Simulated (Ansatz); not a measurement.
Stackings of close-packed layers of GaN (tetrahedral net, letters for double layers), each relaxed to a stress under 0.05 GPa; h and k mark layers whose two neighbours have the same or different letters; energies count from the stacking AB (P6_3mc).

Computed with DFT PBEsol, scalar-relativistic, plane waves, PAW (Ansatz 0.2.0).

Plane waves to 420 eV, a k mesh through Γ of 12×12×2 on the computed 12-atom cell and Gaussian smearing (0.02 eV); no spin polarisation.

Start (ABCBAC (kkhkkh)):

```
CELL_PARAMETERS angstrom
3.18269 0.00000 0.00000
-1.59134 2.75629 0.00000
0.00000 0.00000 15.55740
ATOMIC_POSITIONS crystal
Ga 0.00000 0.00000 0.00000
N 0.00000 0.00000 0.12500
Ga 0.33333 0.66667 0.16667
N 0.33333 0.66667 0.29167
Ga 0.66667 0.33333 0.33333
N 0.66667 0.33333 0.45833
Ga 0.33333 0.66667 0.50000
N 0.33333 0.66667 0.62500
Ga 0.00000 0.00000 0.66667
N 0.00000 0.00000 0.79167
Ga 0.66667 0.33333 0.83333
N 0.66667 0.33333 0.95833
```

Task: Relax it.

Result: The free energy falls by 0 meV/atom.

* excess energy (meV/atom): 3.8
* spacing of like layers (Å): 2.596
* a (Å): 3.181
* gap on the mesh (eV): 1.76

Relaxed structure:
```yaml
crystal:
  lattice:
    - [3.18112, 0.00000, 0.00000]
    - [-1.59056, 2.75493, 0.00000]
    - [0.00000, 0.00000, 15.57311]
  atoms:
    - { symbol: Ga, position: [0.00000, 0.00000, 0.99983] }
    - { symbol: N, position: [0.00000, 0.00000, 0.12504] }
    - { symbol: Ga, position: [0.33333, 0.66667, 0.16655] }
    - { symbol: N, position: [0.33333, 0.66667, 0.29174] }
    - { symbol: Ga, position: [0.66667, 0.33333, 0.33336] }
    - { symbol: N, position: [0.66667, 0.33333, 0.45848] }
    - { symbol: Ga, position: [0.33333, 0.66667, 0.49983] }
    - { symbol: N, position: [0.33333, 0.66667, 0.62504] }
    - { symbol: Ga, position: [0.00000, 0.00000, 0.66655] }
    - { symbol: N, position: [0.00000, 0.00000, 0.79174] }
    - { symbol: Ga, position: [0.66667, 0.33333, 0.83336] }
    - { symbol: N, position: [0.66667, 0.33333, 0.95848] }
```

It took 2.2 min on 1 thread of Intel(R) Xeon(R) Platinum 8259CL CPU @ 2.50GHz (Skylake/Cascade Lake), with other jobs on the host, peak memory 0.61 GiB.